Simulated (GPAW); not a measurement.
A run of GPAW 26.7.0 is set up as follows.

The input run.py:

```python
from ase.eos import EquationOfState
from ase.io import Trajectory, read
from ase.units import GPa
from gpaw import GPAW, PW, setup_paths

setup_paths.insert(0, '.')

atoms = read('InAs.cif')

traj = Trajectory('eos.traj', 'w')
volumes, energies = [], []
for x in [0.94, 0.96, 0.98, 1.0, 1.02, 1.04, 1.06]:
    a = atoms.copy()
    a.set_cell(atoms.cell * x**(1 / 3), scale_atoms=True)
    calc = GPAW(mode=PW(600),
                xc='LDA',
                kpts={'size': (6, 6, 6), 'gamma': True},
                occupations={'name': 'fermi-dirac', 'width': 0.05},
                nbands=18,
                convergence={'density': 1e-05, 'energy': 1e-05},
                maxiter=150,
                txt=f'eos-{x:.2f}.txt')
    a.calc = calc
    energies.append(a.get_potential_energy(force_consistent=True))
    volumes.append(a.get_volume())
    p = -a.get_stress()[:3].mean() / GPa
    calc.write(f'eos-{x:.2f}.gpw')
    traj.write(a)
    print(f'{x:.2f} {volumes[-1]:10.4f} A^3 {energies[-1]:14.6f} eV {p:9.3f} GPa', flush=True)

v0, e0, B = EquationOfState(volumes, energies, eos='birchmurnaghan').fit()
print(f'V0 = {v0:.4f} A^3, E0 = {e0:.6f} eV, B0 = {B / GPa:.2f} GPa')
```

The input InAs.cif:

```cif
data_InAs
_cell_length_a 4.26809653
_cell_length_b 4.26809653
_cell_length_c 4.26809653
_cell_angle_alpha 60.00000000
_cell_angle_beta 60.00000000
_cell_angle_gamma 60.00000000
_space_group_name_H-M_alt 'P1'
_space_group_name_Hall 'P 1'
_space_group_IT_number 1
loop_
_space_group_symop_operation_xyz
'x,y,z'
loop_
_atom_site_label
_atom_site_type_symbol
_atom_site_symmetry_multiplicity
_atom_site_Wyckoff_symbol
_atom_site_fract_x
_atom_site_fract_y
_atom_site_fract_z
_atom_site_occupancy
In1 In 1 a 0.0000000000 0.0000000000 0.0000000000 1
As1 As 1 a 0.7500000000 0.7500000000 0.7500000000 1
```

Potentials or basis: PAW data sets generated in the run's folder for this functional, pw.

Run with:

```sh
$ gpaw-setup -f LDA As In
$ OMP_NUM_THREADS=1 python run.py
```

Estimate the pressure derivative of the bulk modulus.

4.7.

Estimate the bulk modulus.

61 GPa.

What does it give for the equilibrium volume?

27.30 Å³/atom.

Energy against volume, from the lowest point:
| volume (Å³/atom) | energy (meV/atom) |
| --- | --- |
| 25.840 | 16.11 |
| 26.389 | 5.84 |
| 26.939 | 0.66 |
| 27.489 | 0.00 |
| 28.039 | 3.38 |
| 28.588 | 10.36 |
| 29.138 | 20.55 |

LDA usually gives volumes a few per cent too small. Zero-point motion and thermal expansion aren't in these numbers.
